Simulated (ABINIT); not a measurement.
Set up this calculation in ABINIT 10.8.3 (patched build), as the native input.

| Item | Value |
| --- | --- |
| Task | single point |
| Functional | PBE |
| Potentials or basis | JTH PAW PBE v2.0 |
| Cutoff | 408 eV |
| k mesh | 12 × 12 × 12 |
| Occupations | fermi-dirac, width 0.05 eV |
| Spin | collinear spin, ferromagnetic start |
| Starting moments | [2.0] μB |
| Fine-grid cutoff | 816.342 eV |

V:

```
V
1.0
    -1.51435    1.51435    1.51435
     1.51435   -1.51435    1.51435
     1.51435    1.51435   -1.51435
V
1
Direct
  0.00000 0.00000 0.00000
```

The input as run:

run.abi

```
pp_dirpath "./"
pseudos "V.GGA_PBE-JTH.xml"

acell 3*1.0
rprim
    -2.8617067568     2.8617067568     2.8617067568
     2.8617067568    -2.8617067568     2.8617067568
     2.8617067568     2.8617067568    -2.8617067568
ntypat 1
znucl 23
natom 1
typat 1
xred
     0.0000000000     0.0000000000     0.0000000000

ecut 15.0
pawecutdg 30.0
pawxcdev 0

kptopt 1
ngkpt 12 12 12
nshiftk 1
shiftk 0.0 0.0 0.0

ixc 11

nband 11
occopt 3
tsmear 0.05 eV

nsppol 2
spinat
     0.0000000000     0.0000000000     2.0000000000

nstep 100
tolvrs 1.0e-9

iomode 3
prtwf 0
prteig 0
prtebands 0
prtden 1
prtvha 1
prtvclmb 1
prtpot 1
```

Potentials or basis: JTH PAW PBE v2.0.

Command:

```bash
$ abinit run.abi > log 2>&1
```

Results of the run:

| Property | Result |
| --- | --- |
| Pressure | -4.9 GPa |
| Band gap on the k mesh | none (metal or under the smearing width) |
| Net moment | 0.00 μB per cell |
| Valence electrons inside the program's atomic spheres | V 11.21 (radii [1.1698] Å) |

Run time: 16 s on 1 thread of Arm Neoverse V1 (shared host), peak memory 0.11 GiB.
